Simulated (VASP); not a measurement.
# H10CO6: single point with r2SCAN+D3(BJ)

H10CO6:

```xyz
17
Lattice="5.4815 0.0000 0.0000 0.0000 5.4815 0.0000 0.0000 0.0000 5.4815" Properties=species:S:1:pos:R:3 pbc="T T T"
O     0.5525    4.2506    4.0794
O     2.7389    0.8230    2.8302
O     2.3432    3.4094    1.5191
O     3.6516   -0.5504    5.0125
O     5.4208    0.6093    1.4938
O     4.7062    2.5524    2.3716
H     1.4869    4.0760    4.0014
H     0.1332    3.7917    3.3383
H     2.8570    1.6893    2.3768
H     2.3646    0.1079    2.2886
H     3.1534    3.6250    1.0556
H     1.7961    3.2571    0.7154
H     3.3832    0.2002    4.4168
H     4.5002   -0.7864    4.6222
H     4.7990    0.4779    0.7122
H     6.1883    1.4772    3.0831
C     5.4003    1.5594    2.3522
```

The cell was built by a generator and needn't be a form met in nature.

- Program: VASP 6.6.1
- Task: single point
- Functional: r2SCAN
- Dispersion: D3(BJ)
- Potentials or basis: VASP PAW PBE potentials, release 64 (O, H, C)
- Cutoff: 520 eV
- k mesh: 1 × 1 × 1
- Occupations: fermi-dirac, width 0.02 eV
- Spin: no spin polarisation
- Dipole correction: no
- Further INCAR settings: LREAL = Auto; ALGO = Normal; EDIFF = 1e-07; NBANDS = 39

```
Pressure                   : 1.2 GPa
Largest force              : 2.506 eV/Å
Band gap on the k mesh     : 5.59 eV, direct
Dispersion energy per atom : -0.020 eV
```

Forces on the atoms (eV/Å):
```
O   -0.088 -0.018  0.221
O    0.157  0.009  0.737
O   -1.133 -0.366 -1.064
O   -0.288  1.421  0.038
O    0.452 -1.916 -1.552
O   -0.816  1.067 -0.471
H    0.573  0.125 -0.103
H   -0.154 -0.391 -0.400
H   -0.293 -0.702 -0.176
H    0.066  0.477 -0.263
H    0.908  0.354  0.206
H   -0.268  0.212  0.893
H   -0.340 -0.664  0.174
H    0.655 -0.434  0.036
H   -0.195  0.483  0.855
H    0.578 -0.708  0.601
C    0.188  1.052  0.267
```

Stress tensor (GPa, compression positive):
```
 4.46 -2.26 -0.93
-2.26 -0.41  0.07
-0.93  0.07 -0.55
```

Levels at points of the mesh, in eV from the valence-band top:
```csv
k point,band 23,band 24,band 25,band 26,band 27,band 28
"(0.00, 0.00, 0.00)",-0.72,-0.40,0.00,5.59,6.08,9.29
```

Run time: 64 s on 1 thread of Intel(R) Xeon(R) Platinum 8488C (Sapphire Rapids) (shared host), peak memory 0.25 GiB.

Caveat: the standard files for N, O and F lose accuracy on very short bonds; the PAW data sets were made with another functional, which shifts forces and pressure a little. r2SCAN opens gaps a little over a GGA but as a rule still falls short of measured ones.
